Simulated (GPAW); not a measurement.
# CuO (Cccm) in GPAW: further runs

Runs on CuO. Level: PBE. Tasks: band structure.

All numbers are computed with GPAW 26.7.0; they aren't measurements. Logs are shortened: lines on timing, memory, paths and dates and some standing lists are left out, and cuts for length are marked. The log counts tension as positive stress, the text compression.

## Step 1: Starting point

Symmetry: Cccm, No. 66, orthorhombic system. The conventional cell has a = 3.982 Å, b = 4.307 Å, c = 5.156 Å, α = 90.00°, β = 90.00°, γ = 90.00°. Around Cu (site symmetry 2/m) lie 4 O at 1.95 Å. Around O (site symmetry 222) lie 4 Cu at 1.95 Å.

Measurements of this composition are mostly on another form, of space group No. 15.

## Step 2: Band structure, PBE

Input file run.py:

```python
from ase.dft.bandgap import bandgap
from ase.io import read, write
from ase.units import GPa
from gpaw import GPAW, PW

atoms = read('POSCAR')

calc = GPAW(mode=PW(800),
            xc='PBE',
            kpts={'size': (8, 8, 5), 'gamma': True},
            occupations={'name': 'fermi-dirac', 'width': 0.05},
            nbands=33,
            convergence={'density': 1e-05, 'energy': 1e-05},
            maxiter=150,
            txt='gpaw.txt')
atoms.calc = calc
energy = atoms.get_potential_energy()
forces = atoms.get_forces()
stress = atoms.get_stress()
calc.write('gs.gpw')
write('result.traj', atoms)
print(f'Energy: {energy:.6f} eV')
print('Forces (eV/A):')
print(forces.round(4))
print('Stress (GPa):', (stress / GPa).round(3))
print('Fermi level:', round(calc.get_fermi_level(), 4), 'eV')
print(f'Gap: {bandgap(calc)[0]:.4f} eV, direct: {bandgap(calc, direct=True)[0]:.4f} eV')

path = atoms.cell.bandpath('GXSRAZGYX1A1TY,ZT', npoints=60, eps=1e-4)
bs_calc = calc.fixed_density(kpts=path, symmetry='off', nbands=47,
                             convergence={'bands': 'CBM+6.0', 'eigenstates': 1e-6}, txt='bands.txt')
bs = bs_calc.band_structure()
bs.write('bs.json')
print(f'Gap on the path: {bandgap(bs_calc)[0]:.4f} eV')
```

Input file POSCAR:

```
CuO
1.0
    1.9909680000     -2.1535500000      0.0000000000
    1.9909680000      2.1535500000      0.0000000000
    0.0000000000      0.0000000000      5.1559280000
Cu O
2 2
Direct
    0.5000000000      0.0000000000      0.0000000000
    0.0000000000      0.5000000000      0.5000000000
    0.5000000000      0.5000000000      0.2500000000
    0.5000000000      0.5000000000      0.7500000000
```

Potentials or basis: GPAW PAW data sets (gpaw-data 1.2.1), pw.

On the command line:

```sh
> OMP_NUM_THREADS=1 python run.py
```

gpaw.txt:

```text
__  _  _
 | _ |_)|_||  |
 |__||  | ||/\| - 26.7.0

Input parameters:
  mode=PW(ecut=800.0),
  convergence={'density': 1e-05, 'energy': 1e-05},
  kpts=MonkhorstPack(size=(8, 8, 5), gamma=True),
  maxiter=150,
  nbands=33,
  occupations=Occupations(name='fermi-dirac', width=0.05),
  xc=XC(name='PBE')

Diagonalizing LCAO Hamiltonian
Converting LCAO to pw mode

         CO

          O

       Cu

Atoms  # Å, Bohr magnetons
|   | symbol |        x |         y |        z |    initial magnetic moments |
|---|--------|----------|-----------|----------|-----------------------------|
| 0 |     Cu | 0.995484 | -1.076775 | 0.000000 | ( 0.0000,  0.0000,  0.0000) |
| 1 |     Cu | 0.995484 |  1.076775 | 2.577964 | ( 0.0000,  0.0000,  0.0000) |
| 2 |      O | 1.990968 |  0.000000 | 1.288982 | ( 0.0000,  0.0000,  0.0000) |
| 3 |      O | 1.990968 |  0.000000 | 3.866946 | ( 0.0000,  0.0000,  0.0000) |

Unit cell  # Å
| periodic |        x |         y |        z |  lengths |    angles |
|----------|----------|-----------|----------|----------|-----------|
|      yes | 1.990968 | -2.153550 | 0.000000 | 2.932871 | 90.000000 |
|      yes | 1.990968 |  2.153550 | 0.000000 | 2.932871 | 90.000000 |
|      yes | 0.000000 |  0.000000 | 5.155928 | 5.155928 | 94.492917 |

Number of symmetries: 4
Symmetry operations  # r_c * U_cc + t_c -> r_c
|   | kind |            matrix            |
|---|------|------------------------------|
| 0 |  E   |  1, 0, 0,  0, 1, 0,  0, 0, 1 |
| 1 |  σ   |  1, 0, 0,  0, 1, 0,  0, 0,-1 |
| 2 |  C2  | -1, 0, 0,  0,-1, 0,  0, 0, 1 |
| 3 |  i   | -1, 0, 0,  0,-1, 0,  0, 0,-1 |

BZ-sampling:
  Number of BZ points: 320
  Number of IBZ points: 102

  Monkhorst-Pack size: [8, 8, 5]
  Monkhorst-Pack shift: [0.0625, 0.0625, 0.0]

K-points  # in reciprocal-cell coordinates
|     |                                coordinates |     weight |
|-----|--------------------------------------------|------------|
|   0 | (  0.00000000,   0.00000000,   0.00000000) | 0.00312500 |
|   1 | (  0.00000000,   0.00000000,   0.20000000) | 0.00625000 |
|   2 | (  0.00000000,   0.00000000,   0.40000000) | 0.00625000 |
|   3 | (  0.00000000,   0.12500000,   0.00000000) | 0.00625000 |
|   4 | (  0.00000000,   0.12500000,   0.20000000) | 0.01250000 |
|   5 | (  0.00000000,   0.12500000,   0.40000000) | 0.01250000 |
|   6 | (  0.00000000,   0.25000000,   0.00000000) | 0.00625000 |
|   7 | (  0.00000000,   0.25000000,   0.20000000) | 0.01250000 |
|   8 | (  0.00000000,   0.25000000,   0.40000000) | 0.01250000 |
|   9 | (  0.00000000,   0.37500000,   0.00000000) | 0.00625000 |
| ... |                                            |            |
| 101 | (  0.50000000,   0.50000000,   0.40000000) | 0.00625000 |

Plane wave coefficients: 2290
Cutoff: 800.0 eV

Spin-components: 1 (collinear spins)
Bands:           33
Projectors:      22
Spin-degeneracy: 2
Datatype:        complex128

Parallelization:
  kpt:    1
  domain: 1
  band:   1

Density:
  Valence electrons: 34.0
  Components: 1
  Grid points: [20 20 35]
  Charge: 0.0  # |e|

Potential:
  Grid points: [20 20 35]

species:
  Cu:
    name:    Copper
    Z:       29.0
    valence: 11
    core:    18
    charge:  0.0  # [|e|]
    compensation charges:
      type: gauss
      rc: 0.33  # [Å]
      lmax: 2
    cutoffs:
      filter: 2.06  # [Å]
      core: 2.43  # [Å]
    projectors
    | kind |    occ | energy [eV] | rcut [Å] |
    |------|--------|-------------|----------|
    |   4s |  1.000 |      -4.609 |    1.164 |
    |   4p |  0.000 |      -0.698 |    1.164 |
    |   3d | 10.000 |      -5.039 |    1.058 |
    |    s |        |      22.603 |    1.164 |
    |    p |        |      26.513 |    1.164 |
    |    d |        |      22.172 |    1.058 |

    Using partial waves for Cu as LCAO basis

  O:
    name:    Oxygen
    Z:       8.0
    valence: 6
    core:    2
    charge:  0.0  # [|e|]
    compensation charges:
      type: gauss
      rc: 0.21  # [Å]
      lmax: 2
    cutoffs:
      filter: 1.17  # [Å]
      core: 0.83  # [Å]
    projectors
    | kind |    occ | energy [eV] | rcut [Å] |
    |------|--------|-------------|----------|
    |   2s |  2.000 |     -23.961 |    0.688 |
    |   2p |  4.000 |      -9.029 |    0.598 |
    |    s |        |       3.251 |    0.688 |
    |    p |        |      18.182 |    0.598 |
    |    d |        |       0.000 |    0.619 |

    Using partial waves for O as LCAO basis

Reference energy: -94124.608285  # eV

eigensolver:
  PPCG
  Converge bands: occupied
  niter=2

density mixing:
  MSR1-Mixer
  Pratt-step length: 0.05
  Maximum mixing coefficient: 0.75
  Old densities: 10
  SVD Regularization: 0.005
  Good broyden scale: 1.0
  Trust region scale: 1.0
  Backstep threshold: 4.0
  History deletion threshold: 6.0
  Fourier metric: weight=20.0, sigma=0.015

occupation numbers:
  Fermi-Dirac:
    width: 0.0500  # eV

poisson solver:
  ecut: 6400.0  # eV

xc functional:
  name: PBE with 2 nearest neighbor stencil

convergence criteria:
- Maximum integral of absolute [dens]ity change: 1e-05 electrons / valence electron
- Maximum [total energy] change in last 3 cyles: 1e-05 eV / valence electron
- Maximum integral of absolute [eigenst]ate change: 4e-08 eV^2 / valence electron
maximum number of iterations: 150

SCF iterations
|iter     | |      energy | eigst |  dens |
|---------|-|-------------|-------|-------|
|iter:   1| |  -26.263000 | +0.21 |       |
|iter:   2| |  -23.630616 | -1.77 | -0.88 |
|iter:   3| |  -20.071996 | -1.17 | -0.98 |
|iter:   4| |  -20.031819 | -3.25 | -1.59 |
|iter:   5| |  -20.141371 | -2.83 | -1.72 |
|iter:   6| |  -19.999133 | -2.86 | -1.57 |
|iter:   7| |  -19.993964 | -3.69 | -2.33 |
|iter:   8| |  -19.993847 | -5.34 | -2.79 |
|iter:   9| |  -19.993855c| -5.94 | -3.17 |
|iter:  10| |  -19.993858c| -7.37 | -4.01 |
|iter:  11| |  -19.993857c| -8.05c| -4.50 |
|iter:  12| |  -19.993858c| -8.52c| -5.18c|

Converged in 12 steps
Energy contributions relative to reference atoms: (reference = -94124.608285)

Energy contributions:
  Kinetic:          -3.679515
  Coulomb:          -3.095259
  Zero:              0.639545
  External:          0.000000
  Xc:              -13.849596
  Entropy:          -0.018065
  Spinorbit:         0.000000
  ----------------------------
  Free energy:     -20.002890
  Extrapolated:    -19.993858

dipole moment: (-8.655744, 0.000001, -11.207711)  # |e|*Ang

Fermi level: 5.648
Eigenvalues  # (at kpt = [0.000, 0.000, 0.000])
| band index |      eig [eV] | occ [0-2] |
|------------|---------------|-----------|
|          0 |       -14.109 |     2.000 |
|        ... |               |           |
|          8 |         2.383 |     2.000 |
|          9 |         2.663 |     2.000 |
|         10 |         3.174 |     2.000 |
|         11 |         3.234 |     2.000 |
|         12 |         3.283 |     2.000 |
|         13 |         3.298 |     2.000 |
[... 8 lines left out ...]
|         22 |        20.149 |     0.000 |
|         23 |        20.267 |     0.000 |
|        ... |               |           |
|         32 |        29.938 |     0.000 |

No gap
No difference between direct/indirect transitions

Forces  # eV/Ang
|       x |       y |        z |
|---------|---------|----------|
| 0.00000 | 0.00000 |  0.00000 |  # Cu   0
| 0.00000 | 0.00000 |  0.00000 |  # Cu   1
| 0.00000 | 0.00000 | -0.00005 |  # O    2
| 0.00000 | 0.00000 |  0.00005 |  # O    3

Stress tensor  # eV/Ang^3
|         x |         y |         z |
|-----------|-----------|-----------|
| -0.022320 |  0.000001 |  0.000000 |
|  0.000001 | -0.017566 |  0.000000 |
|  0.000000 |  0.000000 | -0.024384 |

# Writing to gs.gpw (mode='')
```

Run time: 3.4 min. Hardware: 1 thread of Arm Neoverse V1, shared host; peak memory 0.49 GiB.

Results:

```
Free energy             : -20.0029 eV
Pressure                : 3.4 GPa
Band gap along the path : none (metal or under the smearing width)
```

Levels at the corners of the path, in eV from the Fermi level:
```tsv
point	band 14	band 15	band 16	band 17	band 18	band 19	band 20
Γ	-2.35	-2.29	-1.89	0.60	0.78	1.44	6.15
X	-2.32	-1.56	-1.24	-1.22	1.14	2.36	7.04
S	-1.87	-1.55	-1.50	0.24	0.48	3.72	5.94
R	-2.33	-1.99	-1.80	-0.14	0.69	4.36	5.93
A	-1.91	-1.43	-1.43	-0.47	-0.47	4.12	4.12
Z	-2.26	-1.54	-1.54	0.13	0.13	3.52	3.52
Γ	-2.35	-2.29	-1.89	0.60	0.78	1.44	6.15
Y	-2.31	-1.58	-1.21	-1.15	1.15	2.21	7.25
X1	-2.32	-1.56	-1.24	-1.22	1.14	2.36	7.04
A1	-1.91	-1.43	-1.43	-0.47	-0.47	4.12	4.12
T	-1.89	-1.40	-1.40	-0.48	-0.48	4.07	4.07
Y	-2.31	-1.58	-1.21	-1.15	1.15	2.21	7.25
Z	-2.26	-1.54	-1.54	0.13	0.13	3.52	3.52
T	-1.89	-1.40	-1.40	-0.48	-0.48	4.07	4.07
```

Caveat: with this Cu data set, volumes or pressures lay over 1.5 % or 2 GPa off other programs in two to four cells of ten; the run has no spin polarisation, though such a crystal can be magnetic; semilocal functionals often make such compounds metallic where correlation or magnetic order opens a gap, which also shifts bond lengths.

## Step 3: Band structure, PBE

Edit run.py of step 2 so:

```diff
@@ -3,3 +3,5 @@
 from ase.units import GPa
-from gpaw import GPAW, PW
+from gpaw import GPAW, PW, setup_paths
+
+setup_paths.insert(0, '.')
```

POSCAR is that of step 2.

Potentials or basis: PAW data sets generated in the run's folder for this functional, pw.

On the command line:

```sh
> gpaw-setup -f PBE Cu O
> OMP_NUM_THREADS=1 python run.py
```

gpaw.txt:

```text
__  _  _
 | _ |_)|_||  |
 |__||  | ||/\| - 26.7.0

Input parameters:
  mode=PW(ecut=800.0),
  convergence={'density': 1e-05, 'energy': 1e-05},
  kpts=MonkhorstPack(size=(8, 8, 5), gamma=True),
  maxiter=150,
  nbands=33,
  occupations=Occupations(name='fermi-dirac', width=0.05),
  xc=XC(name='PBE')

Diagonalizing LCAO Hamiltonian
Converting LCAO to pw mode

         CO

          O

       Cu

Atoms  # Å, Bohr magnetons
|   | symbol |        x |         y |        z |    initial magnetic moments |
|---|--------|----------|-----------|----------|-----------------------------|
| 0 |     Cu | 0.995484 | -1.076775 | 0.000000 | ( 0.0000,  0.0000,  0.0000) |
| 1 |     Cu | 0.995484 |  1.076775 | 2.577964 | ( 0.0000,  0.0000,  0.0000) |
| 2 |      O | 1.990968 |  0.000000 | 1.288982 | ( 0.0000,  0.0000,  0.0000) |
| 3 |      O | 1.990968 |  0.000000 | 3.866946 | ( 0.0000,  0.0000,  0.0000) |

Unit cell  # Å
| periodic |        x |         y |        z |  lengths |    angles |
[... 163 lines left out ...]

Energy contributions:
  Kinetic:          -3.679801
  Coulomb:          -3.094974
  Zero:              0.639545
  External:          0.000000
  Xc:              -13.847964
  Entropy:          -0.018065
  Spinorbit:         0.000000
  ----------------------------
  Free energy:     -20.001259
  Extrapolated:    -19.992226

dipole moment: (-8.655744, 0.000001, -11.207711)  # |e|*Ang

Fermi level: 5.648
Eigenvalues  # (at kpt = [0.000, 0.000, 0.000])
| band index |      eig [eV] | occ [0-2] |
|------------|---------------|-----------|
|          0 |       -14.109 |     2.000 |
|        ... |               |           |
|          8 |         2.383 |     2.000 |
|          9 |         2.663 |     2.000 |
|         10 |         3.174 |     2.000 |
|         11 |         3.234 |     2.000 |
|         12 |         3.283 |     2.000 |
|         13 |         3.298 |     2.000 |
[... 8 lines left out ...]
|         22 |        20.149 |     0.000 |
|         23 |        20.267 |     0.000 |
|        ... |               |           |
|         32 |        29.938 |     0.000 |

No gap
No difference between direct/indirect transitions

Forces  # eV/Ang
|       x |       y |        z |
|---------|---------|----------|
| 0.00000 | 0.00000 |  0.00000 |  # Cu   0
| 0.00000 | 0.00000 |  0.00000 |  # Cu   1
| 0.00000 | 0.00000 | -0.00005 |  # O    2
| 0.00000 | 0.00000 |  0.00005 |  # O    3

Stress tensor  # eV/Ang^3
|         x |         y |         z |
|-----------|-----------|-----------|
| -0.022320 |  0.000001 |  0.000000 |
|  0.000001 | -0.017566 |  0.000000 |
|  0.000000 |  0.000000 | -0.024384 |

# Writing to gs.gpw (mode='')
```

It took 3.5 min on 1 thread of Arm Neoverse V1, shared host; peak memory 0.49 GiB.

What came out:

* Free energy: -20.0013 eV
* Pressure: 3.4 GPa
* Band gap along the path: none (metal or under the smearing width)

Stress tensor (GPa, compression positive):
```
3.58 0.00 0.00
0.00 2.81 0.00
0.00 0.00 3.91
```

Levels at the corners of the path, in eV from the Fermi level:
```
point  band 15  band 16  band 17  band 18  band 19  band 20
    Γ    -2.29    -1.89     0.60     0.78     1.44     6.15
    X    -1.56    -1.24    -1.22     1.14     2.36     7.04
    S    -1.55    -1.50     0.24     0.48     3.72     5.94
    R    -1.99    -1.80    -0.14     0.69     4.36     5.93
    A    -1.43    -1.43    -0.47    -0.47     4.12     4.12
    Z    -1.54    -1.54     0.13     0.13     3.52     3.52
    Γ    -2.29    -1.89     0.60     0.78     1.44     6.15
    Y    -1.58    -1.21    -1.15     1.15     2.21     7.25
   X1    -1.56    -1.24    -1.22     1.14     2.36     7.04
   A1    -1.43    -1.43    -0.47    -0.47     4.12     4.12
    T    -1.40    -1.40    -0.48    -0.48     4.07     4.07
    Y    -1.58    -1.21    -1.15     1.15     2.21     7.25
    Z    -1.54    -1.54     0.13     0.13     3.52     3.52
    T    -1.40    -1.40    -0.48    -0.48     4.07     4.07
```

Caveat: with this Cu data set, volumes or pressures lay over 1.5 % or 2 GPa off other programs in two to four cells of ten; the run has no spin polarisation, though such a crystal can be magnetic; semilocal functionals often make such compounds metallic where correlation or magnetic order opens a gap, which also shifts bond lengths.
